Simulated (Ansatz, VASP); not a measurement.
# One calculation of AlN, two programs

```
CELL_PARAMETERS angstrom
3.12372 0.00000 0.00000
-1.56186 2.70522 0.00000
0.00000 0.00000 5.00266
ATOMIC_POSITIONS crystal
Al 0.33333 0.66667 0.99910
Al 0.66667 0.33333 0.49910
N 0.33333 0.66667 0.38090
N 0.66667 0.33333 0.88090
```

Alike in both runs: functional PBEsol; k mesh 8 × 8 × 6; no spin polarisation.

Ansatz relaxed the structure, and its values are those at the end. VASP's run is a single point on that final structure, the one shown.

```csv
,VASP,Ansatz
version,VASP 6.6.1,Ansatz 0.2.0
potentials or method,"VASP PAW PBE potentials, release 64 (Al, N)","PAW with Ansatz's default frozen-core files, scalar-relativistic"
plane-wave cutoff (eV),520,420
occupations,"gaussian, width 0.01 eV",fixed
valence electrons in the cell,16,16
```

|  | VASP | Ansatz | Ansatz less VASP |
| --- | --- | --- | --- |
| gap on the k mesh at the Fermi level (eV) | 4.03 | 4.01 | -0.015 |
| pressure (GPa) | -2.1 | -2.0 | +0.08 |

Caveats: the PAW data sets were made with another functional, which shifts forces and pressure a little (VASP).
